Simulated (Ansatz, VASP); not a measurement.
# Two plane-wave programs on MoS2

INCAR

```
SYSTEM = MoS2
PREC     = Accurate       ! precision mode
ENCUT    = 520            ! plane-wave cutoff, eV
EDIFF    = 1E-7           ! SCF threshold, eV
ISMEAR   = -1             ! smearing method
SIGMA    = 0.05           ! smearing width, eV
LREAL    = .False.        ! projectors in reciprocal space
LASPH    = .True.         ! aspherical terms in the spheres
NELM     = 80             ! most SCF steps
ALGO     = Normal         ! electronic algorithm
ISIF     = 2              ! what is computed and relaxed
LWAVE    = .False.        ! write WAVECAR
LCHARG   = .False.        ! write CHGCAR
GGA      = PS             ! functional
NBANDS   = 20             ! bands
```

KPOINTS

```
Automatic mesh
0
Gamma
  10 10 10
  0 0 0
```

File POSCAR:

```
MoS2
1.0
    1.5800000000      0.9122134253      6.1500000000
   -1.5800000000      0.9122134253      6.1500000000
    0.0000000000     -1.8244268506      6.1500000000
Mo S
1 2
Direct
    0.0000000000      0.0000000000      0.0000000000
    0.4170000000      0.4170000000      0.4170000000
    0.2500000000      0.2500000000      0.2500000000
```

input.yaml

```yaml
crystal:
  lattice:
    - [1.58, 0.9122134253, 6.15]
    - [-1.58, 0.9122134253, 6.15]
    - [0.0, -1.8244268506, 6.15]
  atoms:
    - { symbol: Mo, position: [0.0, 0.0, 0.0] }
    - { symbol: S, position: [0.417, 0.417, 0.417] }
    - { symbol: S, position: [0.25, 0.25, 0.25] }
hamiltonian:
  xc: pbesol
  pseudopotentials: { kind: paw }
kpoints:
  mp_grid: { grid: [10, 10, 10] }
scf:
  occupations: { method: fermi_dirac, width: 0.05 }
output:
  forces: true
  stress: true
  eigenvalues: true
  write_density: true
  write_potential: true
  elf: true
  volumetric_format: npy
```

Measurements of this composition are mostly on another form, of space group No. 194.

Alike in both runs: task single point; functional PBEsol; k mesh 10 × 10 × 10; occupations fermi-dirac, width 0.05 eV; no spin polarisation.

```csv
,VASP,Ansatz
version,VASP 6.6.1,Ansatz 0.2.0
potentials or method,"VASP PAW PBE potentials, release 64 (Mo_sv, S)",Ansatz PAW
plane-wave cutoff (eV),520,420
valence electrons in the cell,26,26
```

Ansatz gave:

| Property | Result |
| --- | --- |
| gap on the k mesh at the Fermi level (eV) | 0.91 |
| least direct gap on the mesh (eV) | 1.96 |
| pressure (GPa) | 0.3 |
| largest component of the traceless stress (GPa) | 1.98 |
| rms of the force components (eV/Å) | 0.108 |

Task: Estimate VASP's values.

Result: gap on the k mesh at the Fermi level (eV): 0.92; least direct gap on the mesh (eV): 1.96; pressure (GPa): 0.3; largest component of the traceless stress (GPa): 1.97; rms of the force components (eV/Å): 0.108.

Atom by atom the forces differ by 0.000 eV/Å (rms over components).

Caveats: the PAW data sets were made with another functional, which shifts forces and pressure a little (VASP); the PAW data sets come from PBE, with cores solved anew for the run's functional, which leaves a small shift of forces and pressure (Ansatz). As with any semilocal functional, this PBEsol gap is likely too small. A k mesh can miss the band edges.
